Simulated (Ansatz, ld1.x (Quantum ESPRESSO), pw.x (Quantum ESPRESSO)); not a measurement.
## Sn: one change to the ultrasoft potential, in the atom and in the fcc crystal

tin (Sn), ultrasoft, made with ld1.x (Quantum ESPRESSO) 7.5 (PBEsol, scalar-relativistic). Core [Kr] 4d10, reference 5s2 5p2. Waves: 5s (bound): rcut 1.60, rcutus 1.95 bohr; 5s channel at 1.25 Ry: rcut 1.60, rcutus 1.95 bohr; 5p (bound): rcut 2.10, rcutus 2.55 bohr; 5p channel at 3.65 Ry: rcut 2.10, rcutus 2.55 bohr; 5d channel at 0.45 Ry: rcut 1.85, rcutus 2.50 bohr. Local part: all-electron potential smoothed inside 1.85 bohr (lloc = -1). Core correction: Bessel-smoothed model core, default radius (core density twice the valence density). Augmentation charge: PSQ, inside the norm-conserving radii.

Change: waves 5s (bound): rcut 1.60, rcutus 3.02 bohr; 5s channel at 1.25 Ry: rcut 1.60, rcutus 3.02 bohr.

Cutoffs, loose and tight: the cutoffs (Ry, on a coarse ladder) from which the occupation-weighted sum of valence levels, in a spherical-Bessel basis at the reference potential, stays within 10 and 1 mRy of its value at 400 Ry. They do not see the model core or the augmentation charge, which bear on the density cutoff. Test errors are all-electron minus pseudo excitation energies from the reference, over the configurations 5s2 5p1; 5s2 5p0; 5s1 5p0; 5s0 5p4; 5s1 5p2; 5s2 5p2.3; 5s2 5p1.5; variants that change the core or the reference have their own tests.

Crystal test: fcc Sn in pw.x 7.5, no spin, 12³ k-points, Fermi–Dirac smearing 0.01 Ry, cutoffs set for each file from its atomic test. The reference is all-electron LAPW (Ansatz 0.2.0) with the same functional, mesh and smearing; V0 and B0 come from Birch–Murnaghan fits to the pressures at five volumes. Errors are pseudo minus all-electron; Δ is the rms difference of the E(V) curves that follow from these fits, minima aligned, over ±6 % about the mean V0. Mesh and smearing are coarse, so the numbers serve the comparison and aren't converged zero-temperature values; the lattice is a test structure that the element need not adopt.

All-electron: a0 = 4.732 Å (V0 = 26.49 Å³/atom), B0 = 55.2 GPa.

Does the change bring the crystal closer to the all-electron result?

The mean pressure error goes from -1.59 to -1.87 GPa, so the change moves the solid further from the all-electron pressures.

```tsv
quantity	base	changed
outcome (atom)	generated	generated
cutoff, loose (atom)	8 Ry	6 Ry
cutoff, tight (atom)	12 Ry	8 Ry
bound ghosts (atom)	none	none
largest test error (meV) (atom)	test run stopped at test 1 of 7 (negative rho)	-416
cutoffs in pw.x (Ry)	40/320	40/320
a0 (Å)	4.686	4.678
a0 error (%)	-0.97	-1.15
B0 error (%)	+5.3	+6.1
Δ (meV/atom)	9.5	11.2
mean pressure error (GPa)	-1.59	-1.87
```

Base: This is a poor potential for the solid. Atomic configuration tests: test run stopped at test 1 of 7 (negative rho). The logarithmic derivative shows an extra or strongly shifted pseudo pole above the reference energy (d near 2.17 Ry). Changed file: This is a poor potential for the solid. The logarithmic derivative shows an extra or strongly shifted pseudo pole above the reference energy (s near 0.43 Ry). The atomic cutoffs weigh occupied waves only.
